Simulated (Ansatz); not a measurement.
## Eigenvalues along a path: Ta (beta tin type)

```yaml
crystal:
  lattice:
    - [-2.64431, 2.64431, 1.40754]
    - [2.64431, -2.64431, 1.40754]
    - [2.64431, 2.64431, -1.40754]
  atoms:
    - { symbol: Ta, position: [0.62500, 0.87500, 0.75000] }
    - { symbol: Ta, position: [0.37500, 0.12500, 0.25000] }
```

The cell comes from a relaxation on PAW files under the same functional, begun from a prototype that needn't be the stable phase.

Computed with Ansatz 0.2.0; functional PBE, scalar-relativistic. Settings: a Γ-centred 17×17×17 k mesh, Fermi–Dirac smearing of 0.1 eV, no spin polarisation. Methods: PAW: frozen-core files, cutoff 420 eV.

This run: the series' base cell.

Spin–orbit coupling is left out, which matters for the heavy atoms.

Path points, in fractions of the reciprocal vectors: Γ (0.000, 0.000, 0.000), X (0.000, 0.000, 0.500), M (-0.500, 0.500, 0.500), Z (0.321, 0.321, -0.321), Z0 (-0.321, 0.679, 0.321), P (0.250, 0.250, 0.250). The distance column jumps between branches of the path. Levels in eV from the Fermi level; bands 9 to 15, counted from the lowest band of the run. The gap is zero, the pressure 0.02 GPa.

```
# k(1/Å) point b9 b10 b11 b12 b13 b14 b15
0.000 Γ -7.76 -4.17 -2.33 -2.21 -1.07 3.28 3.28
0.210 - -7.51 -3.98 -2.31 -2.18 -1.16 3.35 3.42
0.420 - -6.77 -3.58 -2.43 -1.76 -1.36 2.64 2.98
0.630 - -5.69 -3.71 -2.06 -1.51 -1.04 1.20 1.67
0.840 X -4.54 -4.54 -1.62 -1.62 -0.05 -0.05 1.50
1.050 - -4.47 -4.47 -1.55 -1.55 -0.29 -0.29 1.92
1.260 - -4.34 -4.34 -1.33 -1.33 -0.54 -0.54 2.57
1.470 - -4.26 -4.26 -1.09 -1.09 -0.39 -0.39 2.66
1.680 M -4.24 -4.24 -1.04 -1.04 -0.12 -0.12 2.37
1.977 - -4.80 -3.73 -1.21 -1.18 -0.90 -0.31 2.73
2.274 - -6.06 -2.87 -2.70 -1.38 -1.20 0.27 3.41
2.571 - -7.27 -3.78 -2.40 -2.04 -1.23 2.89 3.39
2.868 Γ -7.76 -4.17 -2.33 -2.21 -1.07 3.28 3.28
3.226 - -7.03 -3.78 -2.18 -0.89 -0.25 0.38 0.38
3.584 - -5.24 -2.70 -1.92 -1.92 -1.69 1.61 2.00
3.942 - -3.10 -2.96 -2.96 -1.43 -1.11 1.30 1.30
4.300 Z -2.71 -2.71 -1.95 -1.54 -0.28 0.53 1.58
5.646 Z0 -2.71 -2.71 -1.95 -1.54 -0.28 0.53 1.58
5.846 - -2.58 -2.10 -2.10 -1.91 -0.90 1.23 1.81
6.046 - -3.35 -3.04 -1.28 -1.28 -1.03 0.24 1.73
6.246 - -4.00 -3.90 -1.12 -0.64 -0.49 -0.49 2.08
6.446 M -4.24 -4.24 -1.04 -1.04 -0.12 -0.12 2.37
7.286 X -4.54 -4.54 -1.62 -1.62 -0.05 -0.05 1.50
7.565 - -4.17 -4.17 -1.39 -1.39 -0.24 -0.24 1.42
7.844 - -3.57 -3.57 -1.54 -1.54 0.17 0.17 1.52
8.123 - -3.27 -3.27 -2.36 -2.36 0.78 0.78 2.72
8.402 P -3.01 -3.01 -2.91 -2.91 0.91 0.91 3.33
```
